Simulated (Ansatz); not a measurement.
# Li: response to strain

Aim: deform Li (equal xy, yz and zx engineering shear strains of -1 %) and compute stress, forces and field gradients with LAPW, PAW and all-electron datasets made for the crystal.

Program: Ansatz 0.2.0. Level of theory: DFT LDA, scalar-relativistic. These are calculated values, not measurements.

### 1 The starting structure

Symmetry: Im-3m, No. 229, cubic system. Conventional cell: a = 3.500 Å, b = 3.500 Å, c = 3.500 Å, α = 90.00°, β = 90.00°, γ = 90.00°. Around Li (site symmetry m-3m) lie 8 Li at 3.03 Å.

As a file:

```
CELL_PARAMETERS angstrom
-1.75000 1.75000 1.75000
1.75000 -1.75000 1.75000
1.75000 1.75000 -1.75000
ATOMIC_POSITIONS crystal
Li 0.00000 0.00000 0.00000
```

### 2 The deformed structure

Space group Im-3m before, R-3m after.

### 3 All-electron LAPW

Contents of input.yaml:

```yaml
crystal:
  lattice:
    - [-1.7675, 1.75, 1.75]
    - [1.75, -1.7675, 1.75]
    - [1.75, 1.75, -1.7675]
  atoms:
    - { symbol: Li, position: [0.0, 0.0, 0.0] }
kpoints:
  mp_grid: { grid: [13, 13, 13] }
  band_path:
    path:
      - [0.0, 0.0, 0.0]
      - [0.0, 0.0, 0.5]
      - [-0.5, 0.5, 0.5]
      - [-0.7524689983, 0.2475310017, 0.2475310017]
      - [0.2475310017, 0.2475310017, 0.2475310017]
      - [0.0, 0.0, 0.0]
      - [-0.5, 0.0, 0.5]
    npoints: 5
scf:
  occupations: { method: fermi_dirac, width: 0.05 }
hamiltonian:
  xc: lda
  pseudopotentials: { kind: all_electron, lapw: { basis_error: 0.00025 } }
output:
  forces: true
  stress: true
  eigenvalues: true
```

Started as:

```
ansatz run input.yaml --threads 1 --pin off --max-ram 3072MiB --backend cpu --events-out ev --progress --plain --runs-dir out
```

### 4 Frozen-core PAW

Contents of input.yaml:

```yaml
crystal:
  lattice:
    - [-1.7675, 1.75, 1.75]
    - [1.75, -1.7675, 1.75]
    - [1.75, 1.75, -1.7675]
  atoms:
    - { symbol: Li, position: [0.0, 0.0, 0.0] }
kpoints:
  mp_grid: { grid: [13, 13, 13] }
scf:
  occupations: { method: fermi_dirac, width: 0.05 }
hamiltonian:
  xc: lda
  pseudopotentials: { kind: paw }
output:
  forces: true
  stress: true
  eigenvalues: true
  efg: { contact_densities: true }
  write_density: true
  write_potential: true
  elf: true
  volumetric_format: npy
```

### 5 All-electron PAW on datasets made for the crystal

Changes to input.yaml since step 4:

```diff
@@ -13,3 +13,3 @@
   xc: lda
-  pseudopotentials: { kind: paw }
+  pseudopotentials: { kind: all_electron, datasets: crystal }
 output:
@@ -19,5 +19 @@
   efg: { contact_densities: true }
-  write_density: true
-  write_potential: true
-  elf: true
-  volumetric_format: npy
```

(Steps that only read results are left out.)

Q: Predict the outcome of this session. Wanted: pressure; largest shear or deviatoric stress.

The runs gave:

| quantity | value |
| --- | --- |
| pressure | LAPW -1.49, PAW -1.50, crystal datasets -1.49 GPa |
| largest shear or deviatoric stress (LAPW) | 0.11 GPa |

What this shows: The largest part of the stress beyond the pressure is 0.11 GPa in size. No run of the undeformed cell stands beside it, so the pressure holds what the given cell had before the change. PAW: stress within 0.01 GPa of LAPW. Crystal datasets: stress within 0.01 GPa of LAPW.
